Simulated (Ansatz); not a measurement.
A run of Ansatz 0.2.0 is set up as follows.

Contents of input.yaml:

```yaml
crystal:
  lattice:
    - [2.9682645463, 0.0, 0.0]
    - [0.0002080834, 4.7076067549, 0.0]
    - [1.4835696211, 0.242353462, 7.0834647979]
  atoms:
    - { symbol: Ti, position: [0.00337187, 0.00038881, 0.00070319] }
    - { symbol: Ti, position: [0.34464021, 0.48025965, 0.31695987] }
    - { symbol: Ti, position: [0.66170814, 0.52047436, 0.68449636] }
    - { symbol: O, position: [0.44003816, 0.18543769, 0.1285388] }
    - { symbol: O, position: [0.77792634, 0.29772875, 0.45187807] }
    - { symbol: O, position: [0.10123624, 0.30895342, 0.80624322] }
    - { symbol: O, position: [0.90649721, 0.69183699, 0.19517157] }
    - { symbol: O, position: [0.22940715, 0.70300728, 0.54951473] }
    - { symbol: O, position: [0.56802567, 0.81530006, 0.87282718] }
hamiltonian:
  xc: blyp
  pseudopotentials: { kind: paw }
kpoints:
  mp_grid: { grid: [9, 6, 4] }
  band_path:
    path:
      - [[0.0, 0.0, 0.5], [0.0, 0.0, 0.0], [0.0, 0.5, 0.0]]
      - [[0.0, 0.5, 0.5], [0.0, 0.0, 0.0], [-0.5, -0.5, -0.5]]
      - [[-0.5, -0.5, 0.0], [0.0, 0.0, 0.0], [-0.5, 0.0, -0.5]]
      - [[-0.5, 0.0, 0.0], [0.0, 0.0, 0.0]]
    npoints: 10
scf:
  occupations: { method: fermi_dirac, width: 0.05 }
  n_extra_bands: 22
output:
  forces: true
  stress: true
  eigenvalues: true
  fatbands: false
```

Potentials or basis: Ansatz PAW.

Command:

```console
$ ansatz run input.yaml --threads 4 --pin off --max-ram 11264MiB --backend cpu --events-out ev --progress --plain --runs-dir out
```

Estimate the pressure.

8.9 GPa.

What does it give for the band gap on the k mesh?

2.25 eV, indirect (least direct gap 2.31 eV).

Predict the band gap along the path.

2.25 eV, indirect (least direct gap 2.30 eV).

Stress tensor (GPa, compression positive):
```
 9.35 -0.02  0.01
-0.02  8.32 -0.03
 0.01 -0.03  9.00
```

Caveat: the pressure holds a Pulay correction of +0.9 GPa for the finite cutoff; the PAW data sets come from PBE, with cores solved anew for the run's functional, which leaves a small shift of forces and pressure.
